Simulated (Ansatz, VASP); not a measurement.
AlN: VASP beside Ansatz

```
Al N
1.0
     3.44108    0.00000    0.00000
    -1.72054    2.98007    0.00000
     0.00000    0.00000    4.34886
Al N
2 2
Direct
  0.33333 0.66667 0.75000
  0.66667 0.33333 0.25000
  0.33333 0.66667 0.25000
  0.66667 0.33333 0.75000
```

Alike in both runs: task single point; functional PBE; k mesh 9 × 9 × 6; occupations gaussian, width 0.05 eV; no spin polarisation.

```csv
,VASP,Ansatz
version,VASP 6.6.1,Ansatz 0.2.0
potentials or method,"VASP PAW PBE potentials, release 64 (Al, N)","scalar-relativistic, plane waves, PAW"
plane-wave cutoff (eV),520,520
valence electrons in the cell,16,16
```

VASP gave:

```
gap on the k mesh at the Fermi level (eV)       : 2.41
least direct gap on the mesh (eV)               : 2.41
pressure (GPa)                                  : -18.9
largest component of the traceless stress (GPa) : 2.60
```

Problem. Which values does Ansatz return?

Solution. gap on the k mesh at the Fermi level (eV): 2.41; least direct gap on the mesh (eV): 2.41; pressure (GPa): -18.7; largest component of the traceless stress (GPa): 2.53.

The functional is the same, so the differences come from potentials, cutoffs and numerics.

Caveats: so large a pressure means that the cell lies far from this level's equilibrium, or that cutoff or potentials fall short (VASP).
